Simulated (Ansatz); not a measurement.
**C: a trial structure relaxed**

Aim: relax C from this start, structure listed in a database for this formula (P6_3mc, No. 186), and see where it ends.

Computed with Ansatz 0.2.0 (DFT PBE, scalar-relativistic, plane waves, PAW, unless a step's input says otherwise).

## 1. The structure to begin with

It takes space group P6_3mc (No. 186, hexagonal). The conventional cell has a = 2.456 Å, b = 2.456 Å, c = 29.492 Å, α = 90.00°, β = 90.00°, γ = 120.00°. C (site symmetry 3m) has 3 C at 1.42 Å as nearest neighbours.

As a file:

```xyz
12
Lattice="2.4562 0.0000 0.0000 -1.2281 2.1272 0.0000 0.0000 0.0000 29.4919" Properties=species:S:1:pos:R:3 pbc="T T T"
C     1.2281    0.7091   29.4439
C     1.2281    0.7091   14.6979
C     1.2281    0.7091   21.6113
C     1.2281    0.7091    6.8654
C     0.0000    0.0000   18.1622
C     0.0000    1.4181    6.8654
C     0.0000    0.0000    3.4163
C     1.2281    0.7091   18.1623
C     0.0000    1.4181   21.6114
C     0.0000    1.4181    3.4163
C     0.0000    1.4181   14.6979
C     0.0000    1.4181   29.4439
```

(A quick probe on a coarse mesh, which set the mesh and smearing, is not shown.)

## 3. The relaxation

Input file input.yaml:

```yaml
crystal:
  lattice:
    - [2.4562499605, 0.0, 0.0]
    - [-1.2281249803, 2.1271748638, 0.0]
    - [0.0, 0.0, 29.4918787]
  atoms:
    - { symbol: C, position: [0.66666667, 0.33333333, 0.9983718] }
    - { symbol: C, position: [0.66666667, 0.33333333, 0.49837191] }
    - { symbol: C, position: [0.66666667, 0.33333333, 0.73278795] }
    - { symbol: C, position: [0.66666667, 0.33333333, 0.23279033] }
    - { symbol: C, position: [0.0, 0.0, 0.61583799] }
    - { symbol: C, position: [0.33333333, 0.66666667, 0.23278795] }
    - { symbol: C, position: [0.0, 0.0, 0.11583799] }
    - { symbol: C, position: [0.66666667, 0.33333333, 0.61584001] }
    - { symbol: C, position: [0.33333333, 0.66666667, 0.73279033] }
    - { symbol: C, position: [0.33333333, 0.66666667, 0.11584001] }
    - { symbol: C, position: [0.33333333, 0.66666667, 0.4983718] }
    - { symbol: C, position: [0.33333333, 0.66666667, 0.99837191] }
basis:
  ecutwfc: 420
kpoints:
  mp_grid: { grid: [18, 18, 2] }
hamiltonian:
  xc: pbe
scf:
  occupations: { method: gaussian, width: 0.1 }
output:
  forces: true
  stress: true
  eigenvalues: true
relax:
  adjacent_minimum: "off"
  f_tol: 0.01
  max_steps: 80
  cell: { stress_tol: 0.05 }
```

Q: Predict the outcome of this session.

The runs gave:

| quantity | value |
| --- | --- |
| cell | a = 2.467 Å, b = 2.467 Å, c = 28.994 Å, α = 90.00°, β = 90.00°, γ = 120.00° |
| space group | P6_3/mmc (No. 194) |
| volume | 12.73 Å³/atom |
| gap on the mesh | none (metal) |

What this shows: The structure ended in another space group than at the start: P6_3mc to P6_3/mmc. Layers here are held mostly by dispersion, which this level lacks, so their spacing and the stiffness across them are unreliable there.
